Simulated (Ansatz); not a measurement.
Method: DFT, revPBE, plane waves (420 eV) with PAW, scalar-relativistic in Ansatz 0.2.0. The PAW files were generated under PBE, with cores re-solved for the functional.

An element in the bcc structure gives this curve. The cell is scaled uniformly from the relaxed one, with fractional coordinates and shape fixed. Energies are extrapolated to zero smearing, pressures are those at the given smearing. Magnetic state: spin not included.

```json
{"V (Å³/atom)": "16.189", "E − E₀ (meV/atom)": "142.7", "P (GPa)": "23.58"}
{"V (Å³/atom)": "16.925", "E − E₀ (meV/atom)": "58.3", "P (GPa)": "13.60"}
{"V (Å³/atom)": "17.661", "E − E₀ (meV/atom)": "14.0", "P (GPa)": "6.02"}
{"V (Å³/atom)": "18.397", "E − E₀ (meV/atom)": "0.1", "P (GPa)": "0.28"}
{"V (Å³/atom)": "19.132", "E − E₀ (meV/atom)": "9.1", "P (GPa)": "-4.06"}
{"V (Å³/atom)": "19.868", "E − E₀ (meV/atom)": "35.4", "P (GPa)": "-7.32"}
{"V (Å³/atom)": "20.604", "E − E₀ (meV/atom)": "74.8", "P (GPa)": "-9.75"}
```

Question: Which element is it?
A. selenium
B. gallium
C. gold
D. titanium

Answer: C. Its fit is V₀ = 18.44 Å³/atom, B₀ = 123 GPa, B₀′ = 6.0.
